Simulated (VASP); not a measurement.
Te:

```
CELL_PARAMETERS angstrom
4.45400 0.00000 0.00000
-2.22700 3.85728 0.00000
0.00000 0.00000 5.92400
ATOMIC_POSITIONS crystal
Te 0.73100 0.73100 0.00000
Te 0.00000 0.26900 0.66667
Te 0.26900 0.00000 0.33333
```

Base run:

| Quantity | Value |
| --- | --- |
| Program | VASP 6.6.1 |
| Functional | PBE |
| Potentials or basis | VASP PAW PBE potentials, release 64 (Te) |
| Cutoff | 520 eV |
| k mesh | 7 × 7 × 5 |
| Occupations | fermi-dirac, width 0.05 eV |
| Spin | no spin polarisation |

Its results: band gap on the k mesh 0.63 eV, indirect (least direct gap 0.78 eV); pressure 1.5 GPa; largest force 0.160 eV/Å.

Problem. The run is repeated on the same cell with these changes: functional from PBE to PBEsol. What comes out?

Solution. Band gap on the k mesh 0.59 eV, indirect (least direct gap 0.76 eV); pressure -0.9 GPa; largest force 0.126 eV/Å.

PBEsol binds more tightly than PBE, so the same cell stands under less pressure.

Caveats: spin-orbit coupling is left out, which moves the levels of the heavy elements; an odd mesh through Γ misses points on the zone boundary, where band edges often lie; the PAW data sets were made with another functional, which shifts forces and pressure a little (some runs).

Not every run made on this cell is shown here.
